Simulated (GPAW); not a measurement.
# I (Im-3m) in GPAW: single point with PBE

Aim: the single point of I with PBE.

All numbers are computed with GPAW 26.7.0; they aren't measurements. Logs are shortened: lines on timing, memory, paths and dates and some standing lists are left out, and cuts for length are marked. The log counts tension as positive stress, the text compression.

### Step 1. The crystal as given

Symmetry: Im-3m, No. 229, cubic system. Conventional cell: a = 4.179 Å, b = 4.179 Å, c = 4.179 Å, α = 90.00°, β = 90.00°, γ = 90.00°. I (site symmetry m-3m) has 8 I at 3.62 Å as nearest neighbours.

The real solid is made of molecules; this cell is a model form.

### Step 2. Single point, PBE

File run.py:

```python
from ase.io import read
from gpaw import PW
from gpaw.dft import DFT

atoms = read('I.xyz')

dft = DFT(atoms,
          mode=PW(600),
          xc='PBE',
          kpts={'size': (9, 9, 9), 'gamma': True},
          occupations={'name': 'fermi-dirac', 'width': 0.05},
          nbands=10,
          convergence={'density': 1e-05, 'energy': 1e-05},
          maxiter=150,
          txt='gpaw.txt')
print(f'Energy: {dft.calculate_energy():.6f} eV')
print('Forces (eV/A):')
print(dft.calculate_forces().round(4))
print('Stress (eV/A^3):', dft.calculate_stress().round(6))
dft.write_gpw_file('gs.gpw')
```

File I.xyz:

```xyz
1
Lattice="-2.0893754423 2.0893754423 2.0893754423 2.0893754423 -2.0893754423 2.0893754423 2.0893754423 2.0893754423 -2.0893754423" Properties=species:S:1:pos:R:3 pbc="T T T"
I      0.0000000000      0.0000000000      0.0000000000
```

Potentials or basis: GPAW PAW data sets (gpaw-data 1.2.1), pw.

On the command line:

```console
$ OMP_NUM_THREADS=1 python run.py
```

gpaw.txt:

```text
Diagonalizing LCAO Hamiltonian
Converting LCAO to pw mode

       I

Atoms  # Å, Bohr magnetons
|   | symbol |        x |        y |        z |    initial magnetic moments |
|---|--------|----------|----------|----------|-----------------------------|
| 0 |      I | 0.000000 | 0.000000 | 0.000000 | ( 0.0000,  0.0000,  0.0000) |

Unit cell  # Å
| periodic |         x |         y |         z |  lengths |     angles |
|----------|-----------|-----------|-----------|----------|------------|
|      yes | -2.089375 |  2.089375 |  2.089375 | 3.618904 | 109.471221 |
|      yes |  2.089375 | -2.089375 |  2.089375 | 3.618904 | 109.471221 |
|      yes |  2.089375 |  2.089375 | -2.089375 | 3.618904 | 109.471221 |

Number of symmetries: 48
Symmetry operations  # r_c * U_cc + t_c -> r_c
|    | kind |            matrix            |
|----|------|------------------------------|
|  0 |  σ   |  1, 1, 1,  0, 0,-1,  0,-1, 0 |
|  1 |  C4  |  1, 1, 1,  0, 0,-1, -1, 0, 0 |
|  2 |  C2  |  1, 1, 1,  0,-1, 0,  0, 0,-1 |
|  3 |  S6  |  1, 1, 1,  0,-1, 0, -1, 0, 0 |
|  4 |  S6  |  1, 1, 1, -1, 0, 0,  0, 0,-1 |
|  5 |  C4  |  1, 1, 1, -1, 0, 0,  0,-1, 0 |
|  6 |  E   |  1, 0, 0,  0, 1, 0,  0, 0, 1 |
|  7 |  σ   |  1, 0, 0,  0, 1, 0, -1,-1,-1 |
|  8 |  σ   |  1, 0, 0,  0, 0, 1,  0, 1, 0 |
|  9 |  C3  |  1, 0, 0,  0, 0, 1, -1,-1,-1 |
| 10 |  C3  |  1, 0, 0, -1,-1,-1,  0, 1, 0 |
| 11 |  σ   |  1, 0, 0, -1,-1,-1,  0, 0, 1 |
| 12 |  σ   |  0, 1, 0,  1, 0, 0,  0, 0, 1 |
| 13 |  C2  |  0, 1, 0,  1, 0, 0, -1,-1,-1 |
| 14 |  C3  |  0, 1, 0,  0, 0, 1,  1, 0, 0 |
| 15 |  S4  |  0, 1, 0,  0, 0, 1, -1,-1,-1 |
| 16 |  S4  |  0, 1, 0, -1,-1,-1,  1, 0, 0 |
| 17 |  C3  |  0, 1, 0, -1,-1,-1,  0, 0, 1 |
| 18 |  C3  |  0, 0, 1,  1, 0, 0,  0, 1, 0 |
| 19 |  S4  |  0, 0, 1,  1, 0, 0, -1,-1,-1 |
| 20 |  σ   |  0, 0, 1,  0, 1, 0,  1, 0, 0 |
| 21 |  C3  |  0, 0, 1,  0, 1, 0, -1,-1,-1 |
| 22 |  C2  |  0, 0, 1, -1,-1,-1,  1, 0, 0 |
| 23 |  S4  |  0, 0, 1, -1,-1,-1,  0, 1, 0 |
| 24 |  C4  |  0, 0,-1,  1, 1, 1,  0,-1, 0 |
| 25 |  σ   |  0, 0,-1,  1, 1, 1, -1, 0, 0 |
| 26 |  S6  |  0, 0,-1,  0,-1, 0,  1, 1, 1 |
| 27 |  C2  |  0, 0,-1,  0,-1, 0, -1, 0, 0 |
| 28 |  C4  |  0, 0,-1, -1, 0, 0,  1, 1, 1 |
| 29 |  S6  |  0, 0,-1, -1, 0, 0,  0,-1, 0 |
| 30 |  S6  |  0,-1, 0,  1, 1, 1,  0, 0,-1 |
| 31 |  C4  |  0,-1, 0,  1, 1, 1, -1, 0, 0 |
| 32 |  C4  |  0,-1, 0,  0, 0,-1,  1, 1, 1 |
| 33 |  S6  |  0,-1, 0,  0, 0,-1, -1, 0, 0 |
| 34 |  σ   |  0,-1, 0, -1, 0, 0,  1, 1, 1 |
| 35 |  C2  |  0,-1, 0, -1, 0, 0,  0, 0,-1 |
| 36 |  C2  | -1, 0, 0,  1, 1, 1,  0, 0,-1 |
| 37 |  S6  | -1, 0, 0,  1, 1, 1,  0,-1, 0 |
| 38 |  S6  | -1, 0, 0,  0, 0,-1,  1, 1, 1 |
| 39 |  C2  | -1, 0, 0,  0, 0,-1,  0,-1, 0 |
| 40 |  C2  | -1, 0, 0,  0,-1, 0,  1, 1, 1 |
| 41 |  i   | -1, 0, 0,  0,-1, 0,  0, 0,-1 |
| 42 |  S4  | -1,-1,-1,  1, 0, 0,  0, 1, 0 |
| 43 |  C3  | -1,-1,-1,  1, 0, 0,  0, 0, 1 |
| 44 |  C3  | -1,-1,-1,  0, 1, 0,  1, 0, 0 |
| 45 |  σ   | -1,-1,-1,  0, 1, 0,  0, 0, 1 |
| 46 |  S4  | -1,-1,-1,  0, 0, 1,  1, 0, 0 |
| 47 |  C2  | -1,-1,-1,  0, 0, 1,  0, 1, 0 |

BZ-sampling:
  Number of BZ points: 729
  Number of IBZ points: 35

  Monkhorst-Pack size: [9, 9, 9]
  Monkhorst-Pack shift: [0, 0, 0]

K-points  # in reciprocal-cell coordinates
|     |                                coordinates |     weight |
|-----|--------------------------------------------|------------|
|   0 | (  0.00000000,   0.00000000,   0.00000000) | 0.00137174 |
|   1 | (  0.11111111,   0.00000000,   0.00000000) | 0.01646091 |
|   2 | (  0.11111111,   0.11111111,  -0.11111111) | 0.00823045 |
|   3 | (  0.22222222,   0.00000000,  -0.11111111) | 0.03292181 |
|   4 | (  0.22222222,   0.00000000,   0.00000000) | 0.01646091 |
|   5 | (  0.22222222,   0.11111111,  -0.11111111) | 0.03292181 |
|   6 | (  0.22222222,   0.22222222,  -0.22222222) | 0.00823045 |
|   7 | (  0.33333333,  -0.11111111,  -0.11111111) | 0.01097394 |
|   8 | (  0.33333333,   0.00000000,  -0.11111111) | 0.06584362 |
|   9 | (  0.33333333,   0.00000000,   0.00000000) | 0.01646091 |
| ... |                                            |            |
|  34 | (  0.44444444,   0.44444444,   0.44444444) | 0.01097394 |

Plane wave coefficients: 1240
Cutoff: 600.0 eV

Spin-components: 1 (collinear spins)
Bands:           10
Projectors:      5
Spin-degeneracy: 2
Datatype:        complex128

Parallelization:
  kpt:    1
  domain: 1
  band:   1

Density:
  Valence electrons: 7.0
  Components: 1
  Grid points: [21 21 21]
  Charge: 0.0  # |e|

Potential:
  Grid points: [21 21 21]

species:
  I:
    name:    Iodine
    Z:       53.0
    valence: 7
    core:    46
    charge:  0.0  # [|e|]
    compensation charges:
      type: gauss
      rc: 0.37  # [Å]
      lmax: 2
    cutoffs:
      filter: 2.06  # [Å]
      core: 2.90  # [Å]
    projectors
    | kind |    occ | energy [eV] | rcut [Å] |
    |------|--------|-------------|----------|
    |   5s |  2.000 |     -17.382 |    1.164 |
    |   5p |  5.000 |      -7.088 |    1.164 |
    |    s |        |       9.829 |    1.164 |
    |    p |        |      20.123 |    1.164 |
    |    d |        |       0.000 |    1.164 |

    Using partial waves for I as LCAO basis

Reference energy: -193540.795666  # eV

eigensolver:
  PPCG
  Converge bands: occupied
  niter=2

density mixing:
  MSR1-Mixer
  Pratt-step length: 0.05
  Maximum mixing coefficient: 0.75
  Old densities: 10
  SVD Regularization: 0.005
  Good broyden scale: 1.0
  Trust region scale: 1.0
  Backstep threshold: 4.0
  History deletion threshold: 6.0
  Fourier metric: weight=20.0, sigma=0.015

occupation numbers:
  Fermi-Dirac:
    width: 0.0500  # eV

poisson solver:
  ecut: 4800.0  # eV

xc functional:
  name: PBE with 2 nearest neighbor stencil

convergence criteria:
- Maximum integral of absolute [dens]ity change: 1e-05 electrons / valence electron
- Maximum [total energy] change in last 3 cyles: 1e-05 eV / valence electron
- Maximum integral of absolute [eigenst]ate change: 4e-08 eV^2 / valence electron
maximum number of iterations: 150

SCF iterations
|iter     | |      energy | eigst |  dens |
|---------|-|-------------|-------|-------|
|iter:   1| |   -1.018436 | -0.94 |       |
|iter:   2| |   -1.019234 | -3.11 | -1.74 |
|iter:   3| |   -1.019996 | -3.20 | -1.75 |
|iter:   4| |   -1.019046 | -4.19 | -2.16 |
|iter:   5| |   -1.019128 | -5.53 | -2.59 |
|iter:   6| |   -1.019128 | -7.20 | -3.87 |
|iter:   7| |   -1.019128c| -8.73c| -4.40 |
|iter:   8| |   -1.019128c| -9.24c| -5.29c|
SCF steps: 8
Energy contributions relative to reference atoms: (reference = -193540.795666)

Energy contributions:
  Kinetic:          -0.223471
  Coulomb:           0.462250
  Zero:             -0.006508
  External:          0.000000
  Xc:               -1.241538
  Entropy:          -0.019721
  Spinorbit:         0.000000
  ----------------------------
  Free energy:      -1.028988
  Extrapolated:     -1.019128

Forces  # eV/Ang
|       x |        y |        z |
|---------|----------|----------|
| 0.00000 | -0.00000 | -0.00000 |  # I    0

Stress tensor  # eV/Ang^3
|         x |         y |         z |
|-----------|-----------|-----------|
|  0.000353 | -0.000000 | -0.000000 |
| -0.000000 |  0.000353 |  0.000000 |
| -0.000000 |  0.000000 |  0.000353 |

Writing to gs.gpw (mode='')

  __  _  _
 | _ |_)|_||  |
 |__||  | ||/\| - 26.7.0

Input parameters:
  mode=PW(ecut=600.0),
  convergence={'density': 1e-05, 'energy': 1e-05},
  kpts=MonkhorstPack(size=(9, 9, 9), gamma=True),
  maxiter=150,
  nbands=10,
  occupations=Occupations(name='fermi-dirac', width=0.05),
  xc=XC(name='PBE')
# Writing to gs.gpw (mode='')
```

It took 8.7 s on 1 thread of Arm Neoverse V1, shared host; peak memory 0.14 GiB.

Results:

```yaml
Free_energy: -1.0290 eV
Pressure: -0.1 GPa
Band_gap_on_the_k_mesh: none (metal or under the smearing width)
```

Caveat: an odd number of electrons without spin polarisation forces a metal; a magnetic or distorted state may lie lower. The run has no spin-orbit coupling, so splittings on I are missing.
